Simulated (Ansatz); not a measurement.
# SiC (Moissanite) (P6_3mc) in Ansatz: further runs, part 2 of 2

Ansatz 0.2.0. The steps go on from the part before.

**3. Relaxation of cell and atoms, BLYP**

The input, input.yaml:

```yaml
crystal:
  lattice:
    - [3.076, 0.0, 0.0]
    - [-1.538, 2.663894142, 0.0]
    - [0.0, 0.0, 5.048]
  atoms:
    - { symbol: Si, position: [0.6666666667, 0.3333333333, 0.5] }
    - { symbol: Si, position: [0.3333333333, 0.6666666667, 0.0] }
    - { symbol: C, position: [0.6666666667, 0.3333333333, 0.885] }
    - { symbol: C, position: [0.3333333333, 0.6666666667, 0.385] }
hamiltonian:
  xc: blyp
  pseudopotentials: { kind: paw }
kpoints:
  mp_grid: { grid: [10, 10, 5] }
scf:
  occupations: { method: fermi_dirac, width: 0.05 }
output:
  forces: true
  stress: true
  write_density: true
  write_potential: true
  elf: true
  volumetric_format: npy
relax:
  f_tol: 0.01
  max_steps: 40
  cell: { stress_tol: 0.05 }
```

Potentials or basis: Ansatz PAW.

The run is started by

```sh
$ ansatz run input.yaml --threads 2 --pin off --max-ram 5632MiB --backend cpu --events-out ev --progress --plain --runs-dir out
```

Log:

```text
Warning: RAYON_NUM_THREADS=2 ignored (pool sized by the plan → 2); use --threads N
Engine: ansatz 0.2.0, x86_64-unknown-linux-gnu
Pseudopotentials: kind: paw
Pseudopotential: Si, paw, valence charge 4, recommended cutoff 420 eV (normal), Si.paw.azcp
Pseudopotential: C, paw, valence charge 4, recommended cutoff 420 eV (normal), C.paw.azcp
Functional definition: BLYP
  parameter beta = 0.0042
  parameter a = 0.04918
  parameter b = 0.132
  parameter c = 0.2533
  parameter d = 0.349
  exchange = b88_x(beta = beta)
  correlation = lyp_c(a = a, b = b, c = c, d = d)
Crystal: 4 atoms, lattice volume = 41.364 Å³
Basis set: ecut = 420 eV, 785 PW (Γ), exchange–correlation on 48×48×72 points (8 copies of the dense FFT grid, shifted against one another)
Bands: 12, of which v1, the nominal top of the filled ones, is band 8 counted from 1 (7 counted from 0)
Symmetry: 12 space group operations
Space group: P63mc (ITA 186), of the structure as read, at distance tolerance 3.5e-5 Å
k-points: 42 of 500 (time reversal used)
[... 122 lines left out ...]
--- Stress (GPa, compression-positive) ---
        0.001694      -0.000000       0.000000
        0.000000       0.001694      -0.000000
        0.000000      -0.000000       0.003114
  P = ⅓ Tr σ = 0.0022 GPa (0.022 kbar)
--- Band table (eV; the first three rows and the last of 42) ---
  k-point 0: bands = ["-5.5776", "-2.2133", "1.2324", "8.2778", "8.2778", "9.4412", "9.5513", "9.5513", "14.1887", "15.4927", "16.1114", "16.1114"]
  k-point 1: bands = ["-5.3900", "-2.8776", "2.2016", "8.3827", "8.3827", "8.4521", "9.4097", "9.4097", "14.3671", "16.2005", "16.2005", "16.2205"]
  k-point 2: bands = ["-4.8364", "-3.9545", "4.1626", "6.3938", "8.6713", "8.6713", "9.0617", "9.0617", "14.8889", "15.6933", "16.5441", "16.5441"]
  k-point 41: bands = ["-1.3325", "-1.0144", "2.0100", "2.3090", "4.1112", "4.8635", "7.4237", "7.8263", "14.5379", "14.6610", "15.4316", "16.6383"]
--- Relaxed structure (6 steps of the walk, 6 accepted, 2 SCFs on fresh bases) ---
  F+E_penalty+E_count = -1783.05978834 eV   max|allowed force component| = 2.235e-4 eV/Å   (the final SCF, on the basis selected at the relaxed cell)
  cell:  # Å, volume = 42.9385 Å³
    - [3.1137388652980937, 0.0, -4.56794993780788e-34]
    - [-1.5568694326490469, 2.6965769580990817, 3.0257175981584095e-34]
    - [-7.4964275963040755e-34, 1.405580174307014e-34, 5.113900207427937]
  atoms:
    - { symbol: Si, position: [0.6666666666666666, 0.3333333333333333, 0.5046070591537918] }
    - { symbol: Si, position: [0.3333333333333333, 0.6666666666666666, 0.0046070591537918475] }
    - { symbol: C, position: [0.6666666666666666, 0.3333333333333333, 0.8803929408462081] }
    - { symbol: C, position: [0.3333333333333333, 0.6666666666666666, 0.38039294084620806] }
```

rho_z.tsv:

```text
# z_ang	rho[e/angstrom^3]
# format = ansatz-planar-average/11
# lattice	3.113738865	0.000000000	-0.000000000
# lattice	-1.556869433	2.696576958	0.000000000
# lattice	-0.000000000	0.000000000	5.113900207
# sites	4
# site	14	1.556869433	0.898858986	2.580510144
# site	14	0.000000000	1.797717972	0.023560041
# site	6	1.556869433	0.898858986	4.502241643
# site	6	0.000000000	1.797717972	1.945291539
0.000000	4.167998e-1
0.142053	3.338338e-1
0.284106	2.703787e-1
0.426158	2.298277e-1
0.568211	2.081519e-1
0.710264	1.990339e-1
[... 28 lines left out ...]
4.829795	5.803529e-1
4.971847	5.060515e-1
```

v_z.tsv:

```text
# z_ang	v_es[eV]	v_tot[eV]
# format = ansatz-planar-average/11
# xc	blyp
# density_cutoff_ev	1680
# datasets	Si=:simpson_from_first_knot:soft:shift=-793908	C=:simpson_from_first_knot:soft:shift=-152672
# lattice	3.113738865	0.000000000	-0.000000000
# lattice	-1.556869433	2.696576958	0.000000000
# lattice	-0.000000000	0.000000000	5.113900207
# sites	4
# site	14	1.556869433	0.898858986	2.580510144
# site	14	0.000000000	1.797717972	0.023560041
# site	6	1.556869433	0.898858986	4.502241643
# site	6	0.000000000	1.797717972	1.945291539
0.000000	-4.542853e0	-1.707714e1
0.142053	-3.398399e0	-1.514738e1
0.284106	-1.726909e0	-1.248448e1
0.426158	6.301229e-1	-9.056099e0
0.568211	3.459261e0	-5.241724e0
0.710264	6.295558e0	-1.803951e0
[... 28 lines left out ...]
4.829795	-5.918000e0	-1.911088e1
4.971847	-5.469166e0	-1.854623e1
```

Run time: 25 s. Hardware: 2 threads of Intel Xeon at 2.50GHz (Skylake/Cascade Lake), shared host; peak memory 0.37 GiB.

Results:

* Free energy: -1783.0598 eV
* Relaxed volume: 10.73 Å³/atom
* Relaxed cell: a = 3.114 Å, b = 3.114 Å, c = 5.114 Å, α = 90.00°, β = 90.00°, γ = 120.00°
* Space group after relaxing (to 0.05 Å): P6_3mc (No. 186)
* Energy gained by relaxing: 18.7 meV/atom
* Ionic steps: 8
* Pressure after relaxing: 0.0 GPa
* Band gap on the k mesh: 2.82 eV, indirect (least direct gap 4.15 eV)

Step by step:
| step | energy change (eV) | largest force (eV/Å) | volume (Å³) |
| --- | --- | --- | --- |
| 1 | 0.0000 | 0.7604 | 41.36 |
| 2 | -0.0477 | 0.3868 | 42.18 |
| 3 | -0.0695 | 0.0721 | 43.05 |
| 4 | -0.0704 | 0.0098 | 42.95 |
| 5 | -0.0706 | 0.0009 | 42.91 |
| 6 | -0.0746 | 0.0009 | 42.91 |
| 7 | -0.0746 | 0.0002 | 42.94 |
| 8 | -0.0747 | 0.0002 | 42.94 |

Final structure:
```
Si C
1.0
     3.11374    0.00000    0.00000
    -1.55687    2.69658    0.00000
     0.00000    0.00000    5.11390
Si C
2 2
Cartesian
  1.5569 0.8989 2.5805
  0.0000 1.7977 0.0236
  1.5569 0.8989 4.5022
  0.0000 1.7977 1.9453
```

Levels at points of the mesh, in eV from the valence-band top:
```tsv
k point	band 5	band 6	band 7	band 8	band 9	band 10	band 11	band 12
(0.00, 0.00, 0.00)	-1.27	-0.11	0.00	0.00	4.64	5.94	6.56	6.56
(0.00, -0.50, 0.00)	-5.17	-3.17	-3.05	-1.17	2.98	4.41	6.72	7.16
```

Caveat: odd divisions of the mesh miss points on the zone boundary, where band edges often lie, so the gap on the mesh can be too wide; the plane-wave basis is chosen anew once the cell has moved, so the energies of steps on either side of that aren't comparable; the pressure holds a Pulay correction of +0.4 GPa for the finite cutoff; the PAW data sets come from PBE, with cores solved anew for the run's functional, which leaves a small shift of forces and pressure. Zero-point motion and thermal expansion aren't in these numbers.

**4. Relaxation of cell and atoms, PBEsol+D3(BJ)**

Changes to input.yaml since step 3:

```diff
@@ -11,4 +11,5 @@
 hamiltonian:
-  xc: blyp
+  xc: pbesol
   pseudopotentials: { kind: paw }
+  dispersion: d3bj
 kpoints:
@@ -20,6 +21,2 @@
   stress: true
-  write_density: true
-  write_potential: true
-  elf: true
-  volumetric_format: npy
 relax:
```

The run is started by

```sh
$ ansatz run input.yaml --threads 2 --pin off --max-ram 5632MiB --backend cpu --events-out ev --progress --plain --runs-dir out
```

Run time: 17 s. Hardware: 2 threads of Intel Xeon at 2.50GHz (Skylake/Cascade Lake), shared host; peak memory 0.36 GiB.

It converged, with:

* Free energy: -1738.3814 eV
* Relaxed volume: 10.16 Å³/atom
* Relaxed cell: a = 3.059 Å, b = 3.059 Å, c = 5.018 Å, α = 90.00°, β = 90.00°, γ = 120.00°
* Space group after relaxing (to 0.05 Å): P6_3mc (No. 186)
* Energy gained by relaxing: 11.1 meV/atom
* Ionic steps: 8
* Pressure after relaxing: 0.0 GPa
* Band gap on the k mesh: 2.26 eV

The path:
| step | energy change (eV) | largest force (eV/Å) | volume (Å³) |
| --- | --- | --- | --- |
| 1 | 0.0000 | 0.7467 | 41.36 |
| 2 | -0.0286 | 0.4520 | 40.99 |
| 3 | -0.0397 | 0.2076 | 40.50 |
| 4 | -0.0456 | 0.0016 | 40.66 |
| 5 | -0.0456 | 0.0008 | 40.67 |
| 6 | -0.0443 | 0.0008 | 40.67 |
| 7 | -0.0444 | 0.0000 | 40.66 |
| 8 | -0.0444 | 0.0000 | 40.66 |

Final structure:
```
CELL_PARAMETERS angstrom
3.05860 0.00000 0.00000
-1.52930 2.64883 0.00000
0.00000 0.00000 5.01840
ATOMIC_POSITIONS crystal
Si 0.66667 0.33333 0.50460
Si 0.33333 0.66667 0.00460
C 0.66667 0.33333 0.88040
C 0.33333 0.66667 0.38040
```

Caveat: odd divisions of the mesh miss points on the zone boundary, where band edges often lie, so the gap on the mesh can be too wide; the plane-wave basis is chosen anew once the cell has moved, so the energies of steps on either side of that aren't comparable; the pressure holds a Pulay correction of +0.3 GPa for the finite cutoff; the PAW data sets come from PBE, with cores solved anew for the run's functional, which leaves a small shift of forces and pressure. A k mesh can miss the band edges.

**5. Overview**

| level | gap on the mesh (eV) | pressure (GPa) | relaxed volume (Å³/atom) |
| --- | --- | --- | --- |
| revPBE | 2.51 | 0.0 | 10.62 |
| BLYP | 2.82 | 0.0 | 10.73 |
| PBEsol+D3(BJ) | 2.26 | 0.0 | 10.16 |

Alike in all rows: task relaxation of cell and atoms; potentials or basis Ansatz PAW; no spin polarisation; cell relaxed; k mesh 10 × 10 × 5; cutoff (eV) 420; smearing fermi-dirac 0.05 eV.

Caveats: odd divisions of the mesh miss points on the zone boundary, where band edges often lie, so the gap on the mesh can be too wide; the plane-wave basis is chosen anew once the cell has moved, so the energies of steps on either side of that aren't comparable; the PAW data sets come from PBE, with cores solved anew for the run's functional, which leaves a small shift of forces and pressure.

Total energies depend on the potentials used, so only differences within one code and one set of settings carry meaning.
